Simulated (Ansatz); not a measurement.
# GaSb: band gap under strain

How does strain move the band edges of GaSb built on the zincblende prototype, and do the functionals agree on it? States: -2.0 % equal strain in all directions; -1.0 % equal strain in all directions; +1.0 % equal strain in all directions.

Program: Ansatz 0.2.0. PAW datasets, plane waves. (Simulation; spin polarisation is off.)

## (1) The structure to begin with

The unstrained cell was relaxed with r2SCAN; in each strained cell the atoms were relaxed again with r2SCAN. Names of k-points are those of the unstrained zone, where strain can split equivalent points. First state: -2.0 % equal strain in all directions.

Space group F-43m (No. 216), cubic; conventional cell a = 6.009 Å, 27.12 Å³ an atom. Ga has 4 Sb at 2.60 Å; Sb has 4 Ga at 2.60 Å.

The structure in full:

```xyz
2
Lattice="0.0000 3.0046 3.0046 3.0046 0.0000 3.0046 3.0046 3.0046 0.0000" Properties=species:S:1:pos:R:3 pbc="T T T"
Ga    0.0000    0.0000    0.0000
Sb    1.5023    1.5023    1.5023
```

From earlier runs on the unstrained cell: PBE 0.00 eV, r2SCAN 0.41 eV, HSE06 0.77 eV, r2SCAN+SOC 0.20 eV; a = 6.132 Å.

## (2) -2.0 % equal strain in all directions: PBE

Contents of input.yaml:

```yaml
crystal:
  lattice:
    - [0.0, 3.004561222, 3.004561222]
    - [3.004561222, 0.0, 3.004561222]
    - [3.004561222, 3.004561222, 0.0]
  atoms:
    - { symbol: Ga, position: [0.0, 0.0, 0.0] }
    - { symbol: Sb, position: [0.25, 0.25, 0.25] }
kpoints:
  mp_grid: { grid: [8, 8, 8] }
  band_path:
    path:
      - [0.0, 0.0, 0.0]
      - [-0.5, -0.5, 0.0]
      - [-0.375, -0.375, 0.25]
      - [-0.375, 0.0, 0.375]
      - [0.0, 0.0, 0.5]
      - [-0.5, -0.25, 0.25]
    npoints: 1
hamiltonian:
  xc: pbe
scf:
  occupations: { method: fermi_dirac, width: 0.02 }
  n_extra_bands: 4
output:
  forces: true
  stress: true
  eigenvalues: true
  write_density: true
  write_potential: true
  elf: true
  volumetric_format: npy
```

The run is started by

```console
$ ansatz run input.yaml --threads 2 --pin off --max-ram 29491MiB --backend cpu --events-out ev --progress --plain --runs-dir out
```

After this run come: -2.0 % equal strain in all directions: r2SCAN; -2.0 % equal strain in all directions: HSE06; -2.0 % equal strain in all directions: r2SCAN+SOC; -2.0 % equal strain in all directions: r2SCAN; -1.0 % equal strain in all directions: PBE; -1.0 % equal strain in all directions: r2SCAN; -1.0 % equal strain in all directions: HSE06; -1.0 % equal strain in all directions: r2SCAN+SOC; +1.0 % equal strain in all directions: PBE; +1.0 % equal strain in all directions: r2SCAN; +1.0 % equal strain in all directions: HSE06; +1.0 % equal strain in all directions: r2SCAN+SOC.

**Question.** What will these runs give?

The runs gave:

Least gap in eV (negative: overlap), with the change from the unstrained cell in brackets:

```
                                state  volume change (%)           PBE        r2SCAN         HSE06
-2.0 % equal strain in all directions               -5.9  0.42 (+0.42)  0.83 (+0.42)  1.17 (+0.40)
-1.0 % equal strain in all directions               -3.0  0.20 (+0.20)  0.64 (+0.23)  1.02 (+0.25)
+1.0 % equal strain in all directions               +3.0  0.00 (+0.00)  0.19 (-0.22)  0.53 (-0.24)
```

In words: With HSE06, of the states in the table -2.0 % equal strain in all directions shifts the gap most, by +0.396 eV. PBE and HSE06 differ by 0.77 eV on the unstrained gap, and by at most 0.24 eV on its change. Under +1.0 % equal strain in all directions PBE gives no gap, or under 0.02 eV, while HSE06 has one. Spin-orbit coupling is left out of the table, though the cell holds Sb (Z = 51); in an element this heavy it can shift bands and gaps by tenths of an eV.
